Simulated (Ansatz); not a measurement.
# Li: the cost of one run

Program: Ansatz 0.2.0. Level of theory: DFT PBE, scalar-relativistic. These are calculated values, not measurements.

## (1) The starting structure

It takes space group Fm-3m (No. 225, cubic). The conventional cell has a = 4.404 Å, b = 4.404 Å, c = 4.404 Å, α = 90.00°, β = 90.00°, γ = 90.00°. Li (site symmetry m-3m) is surrounded by 12 Li at 3.11 Å.

As a file:

```
Li
1.0
     0.00000    2.20200    2.20200
     2.20200    0.00000    2.20200
     2.20200    2.20200    0.00000
Li
1
Direct
  0.00000 0.00000 0.00000
```

## (2) The deformed structure

Space group Fm-3m before, R-3m after.

## (3) All-electron LAPW

Input file input.yaml:

```yaml
crystal:
  lattice:
    - [-0.04404, 2.17998, 2.17998]
    - [2.17998, -0.04404, 2.17998]
    - [2.17998, 2.17998, -0.04404]
  atoms:
    - { symbol: Li, position: [0.0, 0.0, 0.0] }
kpoints:
  mp_grid: { grid: [13, 13, 13] }
  band_path:
    path:
      - [0.0, 0.0, 0.0]
      - [0.5, 0.5, 0.5]
      - [0.2551801333, 0.5, 0.7448198667]
      - [-0.2551801333, 0.2551801333, 0.5]
      - [0.0, 0.0, 0.5]
      - [0.0, 0.0, 0.0]
      - [-0.3775900666, 0.0, 0.3775900666]
      - [0.0, 0.3775900666, 0.6224099334]
      - [0.0, 0.5, 0.5]
    npoints: 5
scf:
  occupations: { method: fermi_dirac, width: 0.08 }
hamiltonian:
  xc: pbe
  pseudopotentials: { kind: all_electron, lapw: { basis_error: 0.00025 } }
output:
  forces: true
  stress: true
  eigenvalues: true
```

Run with:

```sh
> ansatz run input.yaml --threads 1 --pin off --max-ram 3072MiB --backend cpu --events-out ev --progress --plain --runs-dir out
```

What time and memory should one allow on 1 thread of Intel Xeon Platinum 8488C (Sapphire Rapids), shared host?

About 2.8 s, with a peak of 0.25 GiB.
